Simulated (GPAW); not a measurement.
Set up this calculation in GPAW 26.7.0, as an ASE script.

* Task: band structure
* Functional: BLYP
* Potentials or basis: PAW data sets generated in the run's folder for this functional
* Cutoff: 800 eV
* Basis: pw
* k mesh: 9 × 9 × 9
* Occupations: fermi-dirac, width 0.05 eV
* Spin: collinear spin, ferromagnetic start
* Starting moments: [2.0, 0.0] μB
* Eigensolver: davidson
* Maxiter: 150
* Band path: GXWKGLUWLK,UX
* Band points: 100

The structure of CoO lies in CoO.cif:

```cif
data_CoO
_cell_length_a 3.01439621
_cell_length_b 3.01439621
_cell_length_c 3.01439621
_cell_angle_alpha 60.00000000
_cell_angle_beta 60.00000000
_cell_angle_gamma 60.00000000
_space_group_name_H-M_alt 'P1'
_space_group_name_Hall 'P 1'
_space_group_IT_number 1
loop_
_space_group_symop_operation_xyz
'x,y,z'
loop_
_atom_site_label
_atom_site_type_symbol
_atom_site_symmetry_multiplicity
_atom_site_Wyckoff_symbol
_atom_site_fract_x
_atom_site_fract_y
_atom_site_fract_z
_atom_site_occupancy
Co1 Co 1 a 0.0000000000 0.0000000000 0.0000000000 1
O1 O 1 a 0.5000000000 0.5000000000 0.5000000000 1
```

One way to write it, as run:

run.py

```python
from ase.dft.bandgap import bandgap
from ase.io import read, write
from ase.units import GPa
from gpaw import GPAW, PW, setup_paths

setup_paths.insert(0, '.')

atoms = read('CoO.cif')
atoms.set_initial_magnetic_moments([2.0, 0.0])

calc = GPAW(mode=PW(800),
            xc='BLYP',
            kpts={'size': (9, 9, 9), 'gamma': True},
            occupations={'name': 'fermi-dirac', 'width': 0.05},
            nbands=17,
            convergence={'density': 1e-05, 'energy': 1e-05},
            eigensolver='davidson',
            maxiter=150,
            txt='gpaw.txt')
atoms.calc = calc
energy = atoms.get_potential_energy()
forces = atoms.get_forces()
stress = atoms.get_stress()
calc.write('gs.gpw')
write('result.traj', atoms)
print(f'Energy: {energy:.6f} eV')
print('Forces (eV/A):')
print(forces.round(4))
print('Stress (GPa):', (stress / GPa).round(3))
print('Moments:', calc.get_magnetic_moments().round(3))
print('Fermi level:', round(calc.get_fermi_level(), 4), 'eV')
print(f'Gap: {bandgap(calc)[0]:.4f} eV, direct: {bandgap(calc, direct=True)[0]:.4f} eV')

path = atoms.cell.bandpath('GXWKGLUWLK,UX', npoints=100, eps=1e-4)
bs_calc = calc.fixed_density(kpts=path, symmetry='off', nbands=25,
                             convergence={'bands': 'CBM+6.0', 'eigenstates': 1e-6}, txt='bands.txt')
bs = bs_calc.band_structure()
bs.write('bs.json')
print(f'Gap on the path: {bandgap(bs_calc)[0]:.4f} eV')
```

Potentials or basis: PAW data sets generated in the run's folder for this functional, pw.

Command:

```sh
$ gpaw-setup -f BLYP Co O
$ OMP_NUM_THREADS=1 python run.py
```

Results of the run:

The pressure is 4.9 GPa, the band gap along the path is none (metal or under the smearing width) and the net moment is 2.77 μB per cell. The site moments are Co +2.41; O +0.21 μB.

Caveat: a cell with one magnetic atom can't hold antiferromagnetic order, which such compounds often take; semilocal functionals often make such compounds metallic where correlation or magnetic order opens a gap, which also shifts bond lengths.

It took 72 s on 1 thread of Arm Neoverse V1, with other jobs on the host, peak memory 0.29 GiB.
